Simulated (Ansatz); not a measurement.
# W2CCl2 MXene monolayer in a perpendicular field

Aim: how the W2CCl2 MXene monolayer screens a field along its normal, and what the field does to its bands. A positive field points along +c.

Method: plane-wave DFT, PBE-D3(BJ), Ansatz PAW (set soft_1); PAW set soft_1, in Ansatz 0.2.0.

### Step 1. The structure

The cell holds 5 atoms: 2 Cl, 2 W and 1 C. Its edges and angles: a = 3.125 Å, b = 3.125 Å, c = 42.763 Å, α = 90.0°, β = 90.0°, γ = 120.0°. Vacuum lies along c.

### Step 2. Relaxing the slab

The starting cell is a guess, so the in-plane lattice and the atoms are relaxed first, with the slab cut off from its images along the normal.

File input.yaml:

```yaml
crystal:
  lattice:
    - [3.125408, 0.0, 0.0]
    - [-1.562704, 2.7066827252, 0.0]
    - [0.0, 0.0, 42.7631248253]
  atoms:
    - { symbol: Cl, position: [0.3333333333, 0.6666666667, 0.4314464875] }
    - { symbol: W, position: [0.6666666667, 0.3333333333, 0.4711620062] }
    - { symbol: C, position: [0.0, 0.0, 0.5] }
    - { symbol: W, position: [0.3333333333, 0.6666666667, 0.5288379938] }
    - { symbol: Cl, position: [0.6666666667, 0.3333333333, 0.5685535125] }
  periodic: [true, true, false]
kpoints:
  mp_grid: { grid: [12, 12, 1] }
hamiltonian:
  xc: pbe
  dispersion: d3bj
  pseudopotentials: { kind: paw, azcp: { folder: soft_1 } }
scf:
  occupations: { method: fermi_dirac, width: 0.05 }
  convergence: { dr2_threshold: 1.0e-09 }
relax:
  f_tol: 0.004
  max_steps: 90
  cell: {}
output:
  write_potential: true
  write_density: true
  volumetric_format: npy
```

On the command line:

```
> ansatz run input.yaml --threads 2 --pin off --max-ram 3072MiB --backend cpu --events-out ev --progress --plain --runs-dir out
```

Numbers of over 12 decimals in the logs are rounded to 6 here.

The program printed:

```text
Warning: relax.cell: scf.convergence.dr2_threshold = 1e-9 eV is looser than the 1.98697554066e-10 eV advised for a relaxation that steers and ends on the stress (1e-10 eV for each atom of the cell: 5, times the square of relax.cell.stress_2d_tol = 0.05 N/m over 15.9 Å (the atoms' height at the walk's start and 5 Å past either face), 3.152e-2 GPa, over a crystal's default 0.05). What an SCF threshold leaves in a stress goes as its square root, and in the free energy as the threshold itself, and one threshold admits the most on a small cell: [figures from the program's tests cut] Set scf.convergence.dr2_threshold to 1.98697554066e-10 eV or tighter. [rest of the remark cut]
Engine: ansatz 0.2.0, aarch64-unknown-linux-gnu
Pseudopotentials: kind: paw
Pseudopotential: Cl, paw, valence charge 7, recommended cutoff 420 eV (normal), soft_1/Cl.paw.azcp
Pseudopotential: W, paw, valence charge 14, recommended cutoff 420 eV (normal), soft_1/W.paw.azcp
Pseudopotential: C, paw, valence charge 4, recommended cutoff 420 eV (normal), soft_1/C.paw.azcp
Functional definition: PBE
  parameter kappa = 0.804
  parameter beta = 0.066725
  exchange = pbe_x(kappa = kappa, mu = beta*pi^2/3)
  correlation = pbe_c(beta = beta)
Crystal: 5 atoms, lattice volume = 361.754 Å³
Basis set: ecut = 420 eV, 7031 PW (Γ), exchange–correlation on 48×48×576 points (8 copies of the dense FFT grid, shifted against one another)
Bands: 28, of which v1, the nominal top of the filled ones, is band 23 counted from 1 (22 counted from 0)
Symmetry: 12 space group operations
Space group: P-3m1 (ITA 164), of the structure as read, at distance tolerance 7.1e-5 Å
k-points: 19 of 144
Non-local potential: Cl, projectors of the file, l = 0: 2, l = 1: 2, l = 2: 1
Non-local potential: W, projectors of the file, l = 0: 3, l = 1: 2, l = 2: 2, l = 3: 1
Non-local potential: C, projectors of the file, l = 0: 2, l = 1: 2, l = 2: 1
PAW form: soft (Blöchl's): semilocal exchange-correlation on the pseudo side does not see the compensation charge
PAW one-centre angular grid: Cl, 110 points (default); XC on 64 Gauss nodes
PAW one-centre angular grid: W, 590 points (default); XC on 64 Gauss nodes
PAW one-centre angular grid: C, 110 points (default); XC on 64 Gauss nodes
Initial density: superposition of atomic densities (neutral atoms: chi_scale 0, normalization atom)
Initial wavefunctions: pseudopotential atomic-orbital guess
Functional: x = pbe(κ = 0.804, μ = 0.219515), c = pbe(β = 0.066725)
SCF iter   1: F=—  HF=-23185.983948 eV  |F-HF|=—  |Δ(HF+E_count)|=         —  Δρ=4.09e-2  dr2=1.61e1  ethr=3.10e-3  ⟨swp⟩=17.9  Hψ=9942  notcnv=0  defer=18
automatic band count: the SCF goes on with 33 bands, as 28 were too few: the levels above may hold too much charge
preconditioner: auto → LDOS  [metal: Δε(μ)=0.043 eV  Ē_g=10.954 eV  σ=0.050 eV  W_gap=0.21  n_scr=26 (ndim 8)  ℏωp=10.7 eV  f_vac=0.777  D(μ)=3.52/eV (n_scr^D=18)  β→1.0]
SCF iter   2: F=—  HF=-23182.953184 eV  |F-HF|=—  |Δ(HF+E_count)|=    3.03e0  Δρ=1.15e-2  dr2=3.92e-1  ethr=3.10e-3  ⟨swp⟩=5.3  Hψ=1878  notcnv=0  defer=42
SCF iter   3: F=—  HF=-23182.968083 eV  |F-HF|=—  |Δ(HF+E_count)|=   1.49e-2  Δρ=5.23e-3  dr2=1.69e-1  ethr=8.52e-4  ⟨swp⟩=6.2  Hψ=1996  notcnv=0  defer=41
SCF iter   4: F=—  HF=-23182.923708 eV  |F-HF|=—  |Δ(HF+E_count)|=   4.44e-2  Δρ=9.84e-4  dr2=4.79e-3  ethr=3.67e-4  ⟨swp⟩=4.7  Hψ=1436  notcnv=0  defer=39
SCF iter   5: F=—  HF=-23182.924571 eV  |F-HF|=—  |Δ(HF+E_count)|=   8.63e-4  Δρ=3.76e-4  dr2=5.97e-4  ethr=1.04e-5  ⟨swp⟩=4.1  Hψ=1472  notcnv=0  defer=40
SCF iter   6: F=—  HF=-23182.924467 eV  |F-HF|=—  |Δ(HF+E_count)|=   1.04e-4  Δρ=1.03e-4  dr2=8.12e-5  ethr=1.30e-6  ⟨swp⟩=3.5  Hψ=1355  notcnv=0  defer=41
SCF iter   7: F=—  HF=-23182.924492 eV  |F-HF|=—  |Δ(HF+E_count)|=   2.43e-5  Δρ=4.84e-5  dr2=1.07e-5  ethr=1.76e-7  ⟨swp⟩=3.8  Hψ=1368  notcnv=0  defer=41
SCF iter   8: F=—  HF=-23182.924470 eV  |F-HF|=—  |Δ(HF+E_count)|=   2.20e-5  Δρ=1.35e-5  dr2=8.49e-7  ethr=2.32e-8  ⟨swp⟩=3.8  Hψ=1347  notcnv=0  defer=41
SCF iter   9: F=—  HF=-23182.924476 eV  |F-HF|=—  |Δ(HF+E_count)|=   5.90e-6  Δρ=2.63e-6  dr2=1.83e-8  ethr=1.84e-9  ⟨swp⟩=3.5  Hψ=1333  notcnv=0  defer=41
SCF iter  10: F=-23182.924476 eV  HF=-23182.924476 eV  |F-HF|=1.71e-8  |Δ(HF+E_count)|=   6.19e-8  Δρ=5.13e-7  dr2=5.51e-10  ethr=2.17e-12  ⟨swp⟩=12.2  Hψ=6126  notcnv=0
SCF 1 converged in 10 iterations: F = -23182.924476 eV  dr2 = 5.51e-10
  greatest PAW one-centre occupation: 0.999 electrons in one spin orbital (limit 2), on the W atom at site 3 (counted from 0), in its partial waves of l = 0
relax step   1: F+E_penalty+E_count = -23182.92447558 eV  Δ(F+E_penalty+E_count) = +0.000e0 eV  max|allowed force component| = 1.906e0 eV/Å  Δτ_max = 0.0000 Å  P = -2.715 N/m  Ω = 361.754 Å³  fix = [c, alpha, beta]  reactions: c -0.000 N/m  (10 SCF iters, accepted)
Crystal: 5 atoms, lattice volume = 342.984 Å³
Basis set: ecut = 420 eV, 6671 PW (Γ), exchange–correlation on 48×48×576 points (8 copies of the dense FFT grid, shifted against one another)
Bands: 33, of which v1, the nominal top of the filled ones, is band 23 counted from 1 (22 counted from 0)
Initial density: handed on by an earlier stage of this run
Initial wavefunctions: those handed on with the density
iter 1 solved again at ethr=7.47e-4 eV; its pass at ethr=3.10e-3 eV (dr2=3.44e-1 eV) is discarded
SCF iter   1: F=—  HF=-23183.372767 eV  |F-HF|=—  |Δ(HF+E_count)|=         —  Δρ=6.94e-3  dr2=3.41e-1  ethr=7.47e-4  ⟨swp⟩=3.8  Hψ=4979  notcnv=0
preconditioner: auto → LDOS  [metal: Δε(μ)=0.034 eV  Ē_g=10.598 eV  σ=0.050 eV  W_gap=0.17  n_scr=26 (ndim 8)  ℏωp=11.0 eV  f_vac=0.769  D(μ)=3.09/eV (n_scr^D=16)  β→1.0]
SCF iter   2: F=—  HF=-23183.325183 eV  |F-HF|=—  |Δ(HF+E_count)|=   4.76e-2  Δρ=2.40e-3  dr2=5.64e-2  ethr=7.41e-4  ⟨swp⟩=3.9  Hψ=1243  notcnv=0
SCF iter   3: F=—  HF=-23183.319132 eV  |F-HF|=—  |Δ(HF+E_count)|=   6.05e-3  Δρ=1.58e-3  dr2=2.01e-2  ethr=1.23e-4  ⟨swp⟩=5.0  Hψ=1682  notcnv=0  defer=12
SCF iter   4: F=—  HF=-23183.315176 eV  |F-HF|=—  |Δ(HF+E_count)|=   3.96e-3  Δρ=3.38e-4  dr2=6.74e-4  ethr=4.36e-5  ⟨swp⟩=3.1  Hψ=1329  notcnv=0  defer=50
SCF iter   5: F=—  HF=-23183.315121 eV  |F-HF|=—  |Δ(HF+E_count)|=   5.48e-5  Δρ=9.35e-5  dr2=2.31e-5  ethr=1.47e-6  ⟨swp⟩=3.6  Hψ=1425  notcnv=0  defer=50
SCF iter   6: F=—  HF=-23183.315158 eV  |F-HF|=—  |Δ(HF+E_count)|=   3.71e-5  Δρ=1.69e-5  dr2=4.69e-7  ethr=5.03e-8  ⟨swp⟩=3.7  Hψ=1388  notcnv=0  defer=50
SCF iter   7: F=—  HF=-23183.315151 eV  |F-HF|=—  |Δ(HF+E_count)|=   7.71e-6  Δρ=3.88e-6  dr2=6.93e-8  ethr=1.02e-9  ⟨swp⟩=3.7  Hψ=1456  notcnv=0  defer=50
[...]
relax step   6: F+E_penalty+E_count = -23183.80193773 eV  Δ(F+E_penalty+E_count) = -2.782e-1 eV  max|allowed force component| = 4.462e-1 eV/Å  Δτ_max = 0.0864 Å  P = +3.759 N/m  Ω = 371.751 Å³  energy of the carried Pulay correction = -1.140e-3 eV  fix = [c, alpha, beta]  reactions: c +0.000 N/m  (9 SCF iters, accepted)
relax step   7: F+E_penalty+E_count = -23183.95375380 eV  Δ(F+E_penalty+E_count) = -1.518e-1 eV  max|allowed force component| = 3.771e-1 eV/Å  Δτ_max = 0.1000 Å  P = +2.431 N/m  Ω = 386.302 Å³  energy of the carried Pulay correction = -2.745e-3 eV  fix = [c, alpha, beta]  reactions: c +0.000 N/m  (9 SCF iters, accepted)
relax step   8: F+E_penalty+E_count = -23184.13096283 eV  Δ(F+E_penalty+E_count) = -1.772e-1 eV  max|allowed force component| = 2.035e-1 eV/Å  Δτ_max = 0.1481 Å  P = +2.594 N/m  Ω = 406.788 Å³  energy of the carried Pulay correction = -4.902e-3 eV  fix = [c, alpha, beta]  reactions: c +0.000 N/m  (9 SCF iters, accepted)
relax step   9: F+E_penalty+E_count = -23184.06589544 eV  Δ(F+E_penalty+E_count) = +6.507e-2 eV  max|allowed force component| = 1.077e0 eV/Å  Δτ_max = 0.1322 Å  P = -1.473 N/m  Ω = 428.883 Å³  energy of the carried Pulay correction = -7.104e-3 eV  fix = [c, alpha, beta]  (9 SCF iters, rejected (line search))
relax step  10: F+E_penalty+E_count = -23184.15215703 eV  Δ(F+E_penalty+E_count) = -2.119e-2 eV  max|allowed force component| = 1.637e-1 eV/Å  Δτ_max = 0.0374 Å  P = -0.233 N/m  Ω = 415.866 Å³  energy of the carried Pulay correction = -5.822e-3 eV  fix = [c, alpha, beta]  reactions: c -0.000 N/m  (8 SCF iters, accepted)
relax step  11: F+E_penalty+E_count = -23184.15312054 eV  Δ(F+E_penalty+E_count) = -9.635e-4 eV  max|allowed force component| = 4.313e-2 eV/Å  Δτ_max = 0.0126 Å  P = +0.006 N/m  Ω = 416.745 Å³  energy of the carried Pulay correction = -5.910e-3 eV  fix = [c, alpha, beta]  reactions: c +0.000 N/m  (7 SCF iters, accepted)
relax step  12: F+E_penalty+E_count = -23184.15324115 eV  Δ(F+E_penalty+E_count) = -1.206e-4 eV  max|allowed force component| = 5.278e-4 eV/Å  Δτ_max = 0.0029 Å  P = +0.001 N/m  Ω = 416.426 Å³  energy of the carried Pulay correction = -5.878e-3 eV  fix = [c, alpha, beta]  reactions: c +0.000 N/m  (6 SCF iters, accepted)
relax step  13: F+E_penalty+E_count = -23184.16385605 eV  Δ(F+E_penalty+E_count) = -1.061e-2 eV  max|allowed force component| = 1.513e-3 eV/Å  Δτ_max = 0.0000 Å  P = +0.121 N/m  Ω = 416.426 Å³  fix = [c, alpha, beta]  reactions: c +0.000 N/m  stress off target by 1.21e-1 N/m on what of the cell is left free  SCF on the basis re-selected at this cell (its energy is not comparable with the rows above)  (7 SCF iters)
relax step  14: F+E_penalty+E_count = -23184.16385469 eV  Δ(F+E_penalty+E_count) = +1.360e-6 eV  max|allowed force component| = 7.116e-4 eV/Å  Δτ_max = 0.0014 Å  P = +0.002 N/m  Ω = 416.844 Å³  energy of the carried Pulay correction = -4.168e-5 eV  fix = [c, alpha, beta]  reactions: c +0.000 N/m  (5 SCF iters, accepted)
iter 1 solved again at ethr=4.76e-7 eV; its pass at ethr=3.10e-3 eV (dr2=2.19e-4 eV) is discarded
SCF iter   1: F=—  HF=-23184.163879 eV  |F-HF|=—  |Δ(HF+E_count)|=         —  Δρ=3.37e-6  dr2=5.52e-9  ethr=4.76e-7  ⟨swp⟩=6.5  Hψ=8480  notcnv=0
eigensolver tolerance schedule: the retry pair's looser diagonalisation over-reported the residual by 39673.90 of it (diagonalisation noise at an unbounded share of the residual, at the tolerance the schedule requests for it); recorded, not acted on — ethr = c·dr2/N_el stays at c = 1.0e-1
preconditioner: auto → LDOS  [metal: Δε(μ)=0.068 eV  Ē_g=10.392 eV  σ=0.050 eV  W_gap=0.31  n_scr=24 (ndim 8)  ℏωp=10.0 eV  f_vac=0.790  D(μ)=2.36/eV (n_scr^D=12)  β→1.0]
SCF iter   2: F=—  HF=-23184.163892 eV  |F-HF|=—  |Δ(HF+E_count)|=   1.36e-5  Δρ=1.39e-6  dr2=1.42e-8  ethr=1.20e-11  ⟨swp⟩=7.1  Hψ=2830  notcnv=0
SCF iter   3: F=-23184.163892 eV  HF=-23184.163892 eV  |F-HF|=2.84e-10  |Δ(HF+E_count)|=   4.62e-9  Δρ=4.78e-7  dr2=7.74e-10  ethr=2.17e-12  ⟨swp⟩=20.8  Hψ=6654  notcnv=0
SCF 15 converged in 3 iterations: F = -23184.163892 eV  dr2 = 7.74e-10
relax step  15: F+E_penalty+E_count = -23184.16389220 eV  Δ(F+E_penalty+E_count) = -3.751e-5 eV  max|allowed force component| = 7.168e-4 eV/Å  Δτ_max = 0.0000 Å  P = +0.002 N/m  Ω = 416.844 Å³  fix = [c, alpha, beta]  reactions: c +0.000 N/m  stress off target by 2.44e-3 N/m on what of the cell is left free  SCF on the basis re-selected at this cell (its energy is not comparable with the rows above)  (3 SCF iters)
basis re-selected at this cell: Δ(F+E_penalty+E_count) = -3.751e-5 eV, ΔP = +0.000 N/m vs the last step (what re-selecting the basis moved, of the pressure what is left beyond the Pulay correction that the steps carried, after the strain that the cell walked since its last selection, with what the two solves' SCF thresholds leave and, on support functions, any second-order correction that the steps lacked; it is no m [...]
SCF converged after 3 iterations
Free energy (F): -23184.163892 eV
Harris-Foulkes:  -23184.163892 eV  (|F-HF|=2.84e-10)
Internal energy: -23184.144909 eV  (E = F + TS)
E sigma→0 (E₀):  -23184.154401 eV
Entropy (-TS):   -0.018983 eV (-3.797 meV/atom)
Fermi energy:    -3.970397 eV
--- Per-component energies (eV) ---
  E_band       = -1171.667747
  E_kinetic    = 1241.673476
  E_local      = -172897.554906  (includes V_loc(G=0)·N_el)
  E_nonlocal   = 36.169203
  E_hartree    = 85770.029051
  E_xc         = -797.836785
  E_vxc        = -754.514957  (∫ρ·V_xc dr)
  E_paw        = -18573.736834  (= ΣΔE_a)
  E_vpaw       = -337.497004  (= ΣTr[D̂ρ^β])
  E_aug_tail   = 0.000517  (compensation charges beyond the density's cutoff)
  E_ewald      = 82038.600930
  E_disp       = -1.489561  (pairwise vdW)
  E_smearing   = -0.018983  (= −TS)
  E_closure    = 0.000000  (closes the sum)
  Σ components = -23184.163892   (vs F -23184.163892, Δ=0.00e0)
--- Forces (eV/Å), atoms counted from 1 ---
  atom   1  Cl     0.00000000     0.00000000    -0.00041093
  atom   2  W      0.00000000    -0.00000000     0.00071678
  atom   3  C      0.00000000     0.00000000     0.00000000
  atom   4  W      0.00000000     0.00000000    -0.00071678
  atom   5  Cl     0.00000000    -0.00000000     0.00041093
  max |Σ_I F_I| component: 4.63e-18 eV/Å
--- 2D stress c σ (N/m, compression-positive) ---
        0.002444      -0.000000      -0.000000
        0.000000       0.002444      -0.000000
       -0.000000      -0.000000       0.000000
  P = ½ c Tr σ = 0.0024 N/m
--- Band table (eV; the first three rows and the last of 19) ---
  k-point 0: bands = [... 19 lower, -7.6540, -7.3656, -7.3656, -4.1086, -3.5572, -3.2971, -3.2971, -2.4343, ... 6 higher]
  k-point 1: bands = [... 19 lower, -7.9338, -7.2759, -7.0695, -4.1682, -3.7155, -3.2892, -2.9014, -2.4395, ... 6 higher]
  k-point 2: bands = [... 19 lower, -8.2092, -7.4418, -6.6452, -4.4363, -3.8879, -3.2623, -2.4106, -2.0685, ... 6 higher]
  k-point 18: bands = [... 19 lower, -8.4864, -6.0759, -5.9405, -5.9405, -2.7636, -2.7636, -2.4019, -0.9208, ... 6 higher]
  the weakly bound empty levels are not read free of the cell's end (no_gap_told)
--- Relaxed structure (13 steps of the walk, 11 accepted, 2 SCFs on fresh bases) ---
  F+E_penalty+E_count = -23184.16389220 eV   max|allowed force component| = 7.168e-4 eV/Å   (the final SCF, on the basis selected at the relaxed cell)
  cell:  # Å, volume = 416.8441 Å³
    - [3.354956, 0, 0]
    - [-1.677478, 2.905477, 0]
    - [0, 0, 42.7631248253]
  atoms:
    - { symbol: Cl, position: [0.333333, 0.666667, 0.436259] }
    - { symbol: W, position: [0.666667, 0.333333, 0.478491] }
    - { symbol: C, position: [0, 0, 0.500000] }
    - { symbol: W, position: [0.333333, 0.666667, 0.521509] }
    - { symbol: Cl, position: [0.666667, 0.333333, 0.563741] }
```

Run time: 94 s. Hardware: 2 threads of Arm Neoverse V2, shared host; peak memory 0.72 GiB; 3.1 min of CPU time.

Relaxation path:

| step | energy less that of the first step (eV) | largest force component (eV/Å) | volume (Å³) |
| --- | --- | --- | --- |
| 1 | 0.0000 | 1.9058 | 361.75 |
| 2 | -0.3907 | 0.4539 | 342.98 |
| 3 | -0.4072 | 0.2442 | 343.59 |
| 4 | -0.5993 | 0.9861 | 354.52 |
| 5 | -0.4326 | 4.2300 | 375.73 |
| 6 | -0.8775 | 0.4462 | 371.75 |
| 7 | -1.0293 | 0.3771 | 386.30 |
| 8 | -1.2065 | 0.2035 | 406.79 |
| 9 | -1.1414 | 1.0766 | 428.88 |
| 10 | -1.2277 | 0.1637 | 415.87 |
| 11 | -1.2286 | 0.0431 | 416.75 |
| 12 | -1.2288 | 0.0005 | 416.43 |
| 13* | -1.2394 | 0.0015 | 416.43 |
| 14 | -1.2394 | 0.0007 | 416.84 |
| 15* | -1.2394 | 0.0007 | 416.84 |

Relaxation steps marked * repeat the geometry before them on a plane-wave basis chosen anew for their cell, so energy and pressure can jump there. Relaxation steps 5, 9 were tried and not accepted.

Forces are held to the 12 operations that the run works with; a distortion that breaks them can't arise in this run.

| cell as run | before | after | change |
| --- | --- | --- | --- |
| a (Å) | 3.125 | 3.355 | +7.3 % |
| b (Å) | 3.125 | 3.355 | +7.3 % |

The atoms that moved most (Å, along periodic axes as changes of fractional coordinates times the final cell, across vacuum about the mean position):

| atom | dx | dy | dz | length |
| --- | --- | --- | --- | --- |
| W2 | 0.000 | 0.000 | 0.313 | 0.313 |
| W4 | 0.000 | 0.000 | -0.313 | 0.313 |
| Cl5 | 0.000 | 0.000 | -0.206 | 0.206 |
| Cl1 | 0.000 | 0.000 | 0.206 | 0.206 |

Final coordinates:

```cif
data_structure
_symmetry_space_group_name_H-M 'P 1'
_symmetry_Int_Tables_number 1
_cell_length_a 3.3550
_cell_length_b 3.3550
_cell_length_c 42.7631
_cell_angle_alpha 90.000
_cell_angle_beta 90.000
_cell_angle_gamma 120.000
_cell_volume 416.84
loop_
_atom_site_label
_atom_site_type_symbol
_atom_site_fract_x
_atom_site_fract_y
_atom_site_fract_z
_atom_site_occupancy
Cl1 Cl 0.33333 0.66667 0.43626 1
W2 W 0.66667 0.33333 0.47849 1
C3 C 0.00000 0.00000 0.50000 1
W4 W 0.33333 0.66667 0.52151 1
Cl5 Cl 0.66667 0.33333 0.56374 1
```

Numbers from this step:

```yaml
energy_at_zero_smearing: -23184.1544 eV
```

The lattice constant a goes from 3.125 to 3.355 Å.

(Continued in part 2 of 2.)

[Logs are printed without paths, hosts, clocks, repeated set-up lines and the standing remarks that a program may print on its own settings, such as how far it seeks lower states.]

[Hosts, paths, dates, database ids (printed as entryN), source tags and the programs' standing remarks are cut or masked in the printed files.]

[Maps of the electrostatic potential energy from Ansatz leave out the sawtooth potential of an applied field or a dipole correction, so their vacuum need not be flat; planar profiles and work functions include it.]
